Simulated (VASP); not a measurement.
# H (P4/mmm) in VASP: reference runs

Aim: a first look at H with PBE, on the cell as given and on a disturbed one, then over a range of volumes.

Everything below comes from runs of VASP 6.6.1. Logs are shortened: lines on timing, memory, paths and dates and some standing lists are left out, and cuts for length are marked.

## Step 1: The structure

The structure is tetragonal, space group P4/mmm (No. 123). Conventional cell: a = 2.650 Å, b = 2.650 Å, c = 0.980 Å, α = 90.00°, β = 90.00°, γ = 90.00°. H (site symmetry 4/mmm) is surrounded by 2 H at 0.98 Å.

## Step 2: Single point, PBE

File INCAR:

```
  ALGO = Normal
  EDIFF = 1E-7
  ENCUT = 520
  GGA = PE
  ISIF = 2
  ISMEAR = -1
  LASPH = T
  LCHARG = T
  LELF = T
  LREAL = F
  LVHAR = T
  LWAVE = F
  NBANDS = 6
  NELM = 100
  PREC = Accurate
  SIGMA = 0.05
```

File KPOINTS:

```
k-points
0
Gamma
  10 10 26
```

File POSCAR:

```
H
1.0
    2.6496387389      0.0000000000      0.0000000000
    0.0000000000      2.6496387389      0.0000000000
    0.0000000000      0.0000000000      0.9804929200
H
1
Direct
    0.0000000000      0.0000000000      0.5000000000
```

Potentials or basis: VASP PAW PBE potentials, release 64 (H).

Launch:

```
cat potpaw_PBE.64/H/POTCAR > POTCAR
mpirun -np 1 vasp_std > vasp.out
```

OUTCAR:

```text
EDIFF = 1E-7
   ENCUT = 520
   GGA = PE
   ISIF = 2
   ISMEAR = -1
   LASPH = T
   LREAL = F
   NELM = 100
   PREC = Accurate

 ion  position               nearest neighbor table
   1  0.000  0.000  0.500-

  LATTYP: Found a simple tetragonal cell.
 ALAT       =     2.6496387389
 C/A-ratio  =     0.3700477750

  Lattice vectors:

 A1 = (   2.6496387389,   0.0000000000,   0.0000000000)
 A2 = (   0.0000000000,   2.6496387389,   0.0000000000)
 A3 = (   0.0000000000,   0.0000000000,   0.9804929200)

Analysis of symmetry for initial positions (statically):
=====================================================================
 Subroutine PRICEL returns:
 Original cell was already a primitive cell.

 Routine SETGRP: Setting up the symmetry group for a
 simple tetragonal supercell.

 Subroutine GETGRP returns: Found 16 space group operations
 (whereof 16 operations were pure point group operations)
 out of a pool of 16 trial point group operations.

The static configuration has the point symmetry D_4h.

Analysis of symmetry for dynamics (positions and initial velocities):
=====================================================================
 Subroutine PRICEL returns:
 Original cell was already a primitive cell.

 Routine SETGRP: Setting up the symmetry group for a
 simple tetragonal supercell.

 Subroutine GETGRP returns: Found 16 space group operations
 (whereof 16 operations were pure point group operations)
 out of a pool of 16 trial point group operations.

The dynamic configuration has the point symmetry D_4h.

 Subroutine INISYM returns: Found 16 space group operations
 (whereof 16 operations are pure point group operations),
 and found     1 'primitive' translations

----------------------------------------------------------------------------------------

                                     Primitive cell

  volume of cell :       6.8836

  direct lattice vectors                    reciprocal lattice vectors
     2.649638739  0.000000000  0.000000000     0.377409941  0.000000000  0.000000000
     0.000000000  2.649638739  0.000000000     0.000000000  0.377409941  0.000000000
     0.000000000  0.000000000  0.980492920     0.000000000  0.000000000  1.019895177

  length of vectors
     2.649638739  2.649638739  0.980492920     0.377409941  0.377409941  1.019895177

  position of ions in fractional coordinates (direct lattice)
     0.000000000  0.000000000  0.500000000

  ion indices of the primitive-cell ions
   primitive index   ion index
                 1           1

----------------------------------------------------------------------------------------

 KPOINTS: k-points

Automatic generation of k-mesh.
 Grid dimensions read from file:
 generate k-points for:   10   10   26

 Generating k-lattice:

  Cartesian coordinates                     Fractional coordinates (reciprocal lattice)
     0.037740994  0.000000000  0.000000000     0.100000000  0.000000000  0.000000000
     0.000000000  0.037740994  0.000000000     0.000000000  0.100000000  0.000000000
     0.000000000  0.000000000  0.039226738     0.000000000  0.000000000  0.038461538

  Length of vectors
     0.037740994  0.037740994  0.039226738

  Shift w.r.t. Gamma in fractional coordinates (k-lattice)
     0.000000000  0.000000000  0.000000000

 Subroutine IBZKPT returns following result:
 ===========================================

 Found    294 irreducible k-points:

 Following reciprocal coordinates:
            Coordinates               Weight
  0.000000  0.000000  0.000000      1.000000
  0.100000  0.000000  0.000000      4.000000
  0.200000  0.000000  0.000000      4.000000
  0.300000  0.000000  0.000000      4.000000
  0.400000  0.000000  0.000000      4.000000
  0.500000  0.000000  0.000000      2.000000
[... 16 lines left out ...]
  0.100000  0.000000  0.038462      8.000000
  0.200000  0.000000  0.038462      8.000000
 [... further k-points ...]
   k-points           NKPTS =    294   k-points in BZ     NKDIM =    294   number of bands    NBANDS=      6
   number of dos      NEDOS =    301   number of ions     NIONS =      1
   total plane-waves  NPLWV =   3200
   dimension x,y,z NGX =    20 NGY =   20 NGZ =    8
   dimension x,y,z NGXF=    40 NGYF=   40 NGZF=   16
   ions per type =               1
   NGX,Y,Z   is equivalent  to a cutoff of  12.55, 12.55, 13.56 a.u.
   NGXF,Y,Z  is equivalent  to a cutoff of  25.10, 25.10, 27.13 a.u.
 SYSTEM =  unknown system
   PREC   = accura    normal or accurate (medium, high low for compatibility)
   ISTART =      0    job   : 0-new  1-cont  2-samecut
   ICHARG =      2    charge: 1-file 2-atom 10-const
   ISPIN  =      1    spin polarized calculation?
   LNONCOLLINEAR =      F non collinear calculations
   LSORBIT =      F    spin-orbit coupling
   LASPH  =      T    aspherical Exc in radial PAW
   ENCUT  =  520.0 eV  38.22 Ry    6.18 a.u.   4.93  4.93  1.82*2*pi/ulx,y,z
   NELM   =    100;   NELMIN=  2; NELMDL= -5     # of ELM steps
   EDIFF  = 0.1E-06   stopping-criterion for ELM
   LREAL  =      F    real-space projection
   EDIFFG = 0.1E-05   stopping-criterion for IOM
   NSW    =      0    number of steps for IOM
   IBRION =     -1    ionic relax: 0-MD 1-quasi-New 2-CG
   NFREE  =      0    steps in history (QN), initial steepest desc. (CG)
   ISIF   =      2    stress and relaxation
   ISYM   =      2    0-nonsym 1-usesym 2-fastsym
   POTIM  = 0.5000    time-step for ionic-motion
   TEBEG  =    0.0;   TEEND  =   0.0 temperature during run
   PSTRESS=    0.0 pullay stress
   NELECT =       1.0000    total number of electrons
   NUPDOWN=      -1.0000    fix difference up-down
   EMIN   =  10.00;   EMAX   =-10.00  energy-range for DOS
   EFERMI =   0.00;   METHOD = LEGACY
   ISMEAR =    -1;   SIGMA  =   0.05  broadening in eV -4-tet -1-fermi 0-gaus
   EFERMI_NEDOS =   21; number of points for ismear=-14 and -15
   IALGO  =     38    algorithm
   IMIX   =      4    mixing-type and parameters
     AMIX     =   0.40;   BMIX     =  1.00
     AMIX_MAG =   1.60;   BMIX_MAG =  1.00
  volume/ion in A,a.u.               =       6.88        46.45
  Fermi-wavevector in a.u.,A,eV,Ry     =   0.860602  1.626302 10.076956  0.740635
  Thomas-Fermi vector in A             =   1.978131
   LORBIT       =      0    0 simple, 1 ext, 2 COOP (PROOUT), +10 PAW based schemes
   GGA     = PE    functional components
[... 5 lines left out ...]
 non-spin polarized calculation
  energy-cutoff  :      520.00
  volume of cell :        6.88
 maximum number of plane-waves:       200
 NGX is ok and might be reduce to    20
   NGX =  9   NGY =  9   NGZ =  3

 number of electron       0.9999999 magnetization

 Free energy of the ion-electron system (eV)
  ---------------------------------------------------
  ext. energy  EPLUGINS =         0.00000000
  ---------------------------------------------------
  free energy    TOTEN  =        -3.01721857 eV

  energy without entropy =       -3.01719882  energy(sigma->0) =       -3.01720869

 E-fermi :  -1.4826     XC(G=0):  -6.8008

 val. band max:       -1.6886174225   @ k =   0.5000   0.5000   0.2308
 cond. band min:      -1.2720845674   @ k =   0.0000   0.0000   0.2692
 fundamental gap:      0.4165328550
 Fermi energy:        -1.4825632812

 k-point     1 :       0.0000    0.0000    0.0000
  band No.  band energies     occupation
      1     -12.4831      2.00000
      2       8.3988      0.00000
      3      14.2098      0.00000
      4      14.2098      0.00000
      5      17.2620      0.00000
      6      35.0560      0.00000

 k-point     2 :       0.1000    0.0000    0.0000
  band No.  band energies     occupation
      1     -12.3697      2.00000
      2       7.4256      0.00000
      3      13.6104      0.00000
      4      14.3937      0.00000
      5      19.5121      0.00000
      6      31.8219      0.00000

 k-point     3 :       0.2000    0.0000    0.0000
  band No.  band energies     occupation
      1     -12.0530      2.00000
      2       5.3273      0.00000
      3      13.5678      0.00000
      4      14.9322      0.00000
      5      23.6882      0.00000
      6      28.4701      0.00000

 k-point     4 :       0.3000    0.0000    0.0000
  band No.  band energies     occupation
      1     -11.6160      2.00000
      2       3.2602      0.00000
      3      14.0828      0.00000
      4      15.7670      0.00000
      5      25.6599      0.00000
      6      26.2301      0.00000

 k-point     5 :       0.4000    0.0000    0.0000
  band No.  band energies     occupation
      1     -11.2144      2.00000
      2       1.7996      0.00000
      3      14.7383      0.00000
      4      16.7088      0.00000
      5      23.6962      0.00000
      6      24.0165      0.00000
[... 136 lines left out ...]
 k-point    21 :       0.5000    0.5000    0.0000
  band No.  band energies     occupation
      1      -9.8957      2.00000
      2       5.0740      0.00000
      3       5.0740      0.00000
      4       8.5886      0.00000
      5      37.0196      0.00000
      6      43.1677      0.00000

 k-point    22 :       0.0000    0.0000    0.0385
  band No.  band energies     occupation
      1     -12.2541      2.00000
      2       8.6279      0.00000
      3      14.4410      0.00000
      4      14.4410      0.00000
      5      17.4934      0.00000
      6      35.2856      0.00000

 k-point    23 :       0.1000    0.0000    0.0385
  band No.  band energies     occupation
      1     -12.1403      2.00000
      2       7.6555      0.00000
      3      13.8415      0.00000
      4      14.6251      0.00000
      5      19.7436      0.00000
      6      32.0525      0.00000

 k-point    24 :       0.2000    0.0000    0.0385
  band No.  band energies     occupation
      1     -11.8236      2.00000
      2       5.5580      0.00000
      3      13.7983      0.00000
      4      15.1638      0.00000
      5      23.9194      0.00000
      6      28.7012      0.00000

 [... further k-points ...]

------------------------ aborting loop because EDIFF is reached ----------------------------------------

  FORCE on cell =-STRESS in cart. coord.  units (eV):
  Direction    XX          YY          ZZ          XY          YZ          ZX
  --------------------------------------------------------------------------------------
  -------------------------------------------------------------------------------------
  Total        0.1008016      0.1008016      0.0043388      0.0000000     -0.0000000     -0.0000000
  in kB       23.4617373     23.4617373      1.0098644      0.0000000     -0.0000000     -0.0000000
  external PRESSURE =      15.9777797 kB  Pullay stress =       0.0000000 kB

 VOLUME and BASIS-vectors are now :
 -----------------------------------------------------------------------------
  energy-cutoff  :      520.00
  volume of cell :        6.88
      direct lattice vectors                 reciprocal lattice vectors
     2.649638739  0.000000000  0.000000000     0.377409941  0.000000000  0.000000000
     0.000000000  2.649638739  0.000000000     0.000000000  0.377409941  0.000000000
     0.000000000  0.000000000  0.980492920     0.000000000  0.000000000  1.019895177

 POSITION                                       TOTAL-FORCE (eV/Angst)
 -----------------------------------------------------------------------------------
      0.00000      0.00000      0.49025         0.000000      0.000000      0.000000
 -----------------------------------------------------------------------------------
    total drift:                               -0.000000     -0.000000      0.000000

  FREE ENERGIE OF THE ION-ELECTRON SYSTEM (eV)
  ---------------------------------------------------
  free  energy   TOTEN  =        -3.0172185677 eV

  energy  without entropy=       -3.0171988198  energy(sigma->0) =       -3.01720869
```

Run time: 3.5 s. Hardware: 1 thread of AMD EPYC 9R45 (Zen 5), shared host; peak memory 0.08 GiB.

Results:

```
Free energy            : -3.0172 eV
Pressure               : 1.6 GPa
Band gap on the k mesh : none (metal or under the smearing width)
```

Stress tensor (GPa, compression positive):
```
2.35 0.00 0.00
0.00 2.35 0.00
0.00 0.00 0.10
```

## Step 3: Single point, PBE (cell strained at random at fixed volume)

File INCAR:

```
PREC     = Accurate       # precision mode
ENCUT    = 520            # plane-wave cutoff, eV
EDIFF    = 1E-7           # SCF threshold, eV
ISMEAR   = -1             # smearing method
SIGMA    = 0.05           # smearing width, eV
LREAL    = False          # projectors in reciprocal space
LASPH    = True           # aspherical terms in the spheres
NELM     = 60             # most SCF steps
ALGO     = Normal         # electronic algorithm
ISIF     = 2              # what is computed and relaxed
LWAVE    = False          # write WAVECAR
LCHARG   = False          # write CHGCAR
GGA      = PE             # functional
NBANDS   = 6              # bands
```

File KPOINTS:

```
regular mesh
0
Gamma
  10 10 26
```

File POSCAR:

```
H
1.0
    2.6463900000      0.0164100000      0.0086270000
    0.0164100000      2.6746990000      0.0221490000
    0.0031920000      0.0081960000      0.9726140000
H
1
Direct
    0.0059360000      0.0088690000      0.4771150000
```

Potentials or basis: VASP PAW PBE potentials, release 64 (H).

Launch:

```
cat potpaw_PBE.64/H/POTCAR > POTCAR
mpirun -np 1 vasp_std > vasp.out
```

It took 14 s on 1 thread of AMD EPYC 9R45 (Zen 5), shared host; peak memory 0.11 GiB.

Results (log left out):

- Free energy: -3.0175 eV
- Pressure: 2.4 GPa
- Band gap on the k mesh: none (metal or under the smearing width)

Stress tensor (GPa, compression positive):
```
2.33 0.03 0.00
0.03 2.08 0.01
0.00 0.01 2.78
```

Levels at points of the mesh, in eV from the Fermi level:
```
           k point  band 1  band 2  band 3  band 4  band 5
(0.00, 0.00, 0.00)  -11.13    9.67   15.28   15.68   18.55
(0.50, 0.00, 0.00)   -9.69    2.70   16.21   18.29   24.00
(0.00, 0.50, 0.00)   -9.76    2.64   16.38   18.55   24.35
(0.50, 0.50, 0.00)   -8.61    6.32    6.54    9.95   38.00
(0.00, 0.00, 0.50)   24.55   32.03   47.35   52.13   54.65
(0.50, 0.00, 0.50)   25.40   34.32   42.30   42.63   54.25
(0.00, 0.50, 0.50)   25.35   34.20   42.27   42.57   54.48
(0.50, 0.50, 0.50)   26.05   36.12   45.80   46.07   46.27
```

## Step 4: Equation of state, PBE, 6.47 Å³/atom (volume scaled by 0.94)

File INCAR:

```
SYSTEM = H
  PREC = Accurate
  ENCUT = 520
  EDIFF = 1E-7
  ISMEAR = -1
  SIGMA = 0.05
  LREAL = .False.
  LASPH = .True.
  NELM = 100
  ALGO = Normal
  ISIF = 2
  LWAVE = .False.
  LCHARG = .False.
  GGA = PE
  NBANDS = 6
```

File KPOINTS:

```
Automatic mesh
0
Gamma
  10 10 26
  0 0 0
```

File POSCAR:

```
H
1.0
    2.5955493017      0.0000000000      0.0000000000
    0.0000000000      2.5955493017      0.0000000000
    0.0000000000      0.0000000000      0.9604772441
H
1
Direct
    0.0000000000      0.0000000000      0.5000000000
```

Launch:

```
cat potpaw_PBE.64/H/POTCAR > POTCAR
mpirun -np 1 vasp_std > vasp.out
```

Wall time 3.9 s (1 thread of AMD EPYC 9R45 (Zen 5), shared host); peak memory 0.08 GiB.

The run converged. Its results:

- Free energy: -3.0091 eV
- Pressure: 4.3 GPa
- Band gap on the k mesh: none (metal or under the smearing width)

## Step 5: Equation of state, PBE, 6.61 Å³/atom (volume scaled by 0.96)

File INCAR:

```
SYSTEM = H
ALGO = Normal ; EDIFF = 1E-7
ENCUT = 520 ; GGA = PE
ISIF = 2 ; ISMEAR = -1
LASPH = .TRUE. ; LCHARG = .FALSE.
LREAL = .FALSE. ; LWAVE = .FALSE.
NBANDS = 6 ; NELM = 80
PREC = Accurate ; SIGMA = 0.05
```

File KPOINTS:

```
k-points
0
G
  10 10 26
  0 0 0
```

File POSCAR:

```
H
1.0
    2.6138284202      0.0000000000      0.0000000000
    0.0000000000      2.6138284202      0.0000000000
    0.0000000000      0.0000000000      0.9672413912
H
1
Direct
    0.0000000000      0.0000000000      0.5000000000
```

Launch:

```
cat potpaw_PBE.64/H/POTCAR > POTCAR
mpirun -np 1 vasp_std > vasp.out
```

Wall time 4 s (1 thread of AMD EPYC 9R45 (Zen 5), shared host); peak memory 0.08 GiB.

The run converged. Its results:

```yaml
Free_energy: -3.0126 eV
Pressure: 3.3 GPa
Band_gap_on_the_k_mesh: none (metal or under the smearing width)
```

## Step 6: Equation of state, PBE, 6.75 Å³/atom (volume scaled by 0.98)

File INCAR:

```
SYSTEM = H
ALGO     = Normal         ! electronic algorithm
EDIFF    = 1E-7           ! SCF threshold, eV
ENCUT    = 520            ! plane-wave cutoff, eV
GGA      = PE             ! functional
ISIF     = 2              ! what is computed and relaxed
ISMEAR   = -1             ! smearing method
LASPH    = .True.         ! aspherical terms in the spheres
LCHARG   = .False.        ! write CHGCAR
LREAL    = .False.        ! projectors in reciprocal space
LWAVE    = .False.        ! write WAVECAR
NBANDS   = 6              ! bands
NELM     = 60             ! most SCF steps
PREC     = Accurate       ! precision mode
SIGMA    = 0.05           ! smearing width, eV
```

File KPOINTS:

```
k-points
0
Gamma
  10 10 26
  0 0 0
```

File POSCAR:

```
H
1.0
    2.6318553927      0.0000000000      0.0000000000
    0.0000000000      2.6318553927      0.0000000000
    0.0000000000      0.0000000000      0.9739122323
H
1
Direct
    0.0000000000      0.0000000000      0.5000000000
```

Potentials or basis: VASP PAW PBE potentials, release 64 (H).

Launch:

```
cat potpaw_PBE.64/H/POTCAR > POTCAR
mpirun -np 1 vasp_std > vasp.out
```

Wall time 4 s (1 thread of AMD EPYC 9R45 (Zen 5), shared host); peak memory 0.08 GiB.

Results (log left out):

```yaml
Free_energy: -3.0153 eV
Pressure: 2.4 GPa
Band_gap_on_the_k_mesh: none (metal or under the smearing width)
```

(Continued in part 2 of 2.)
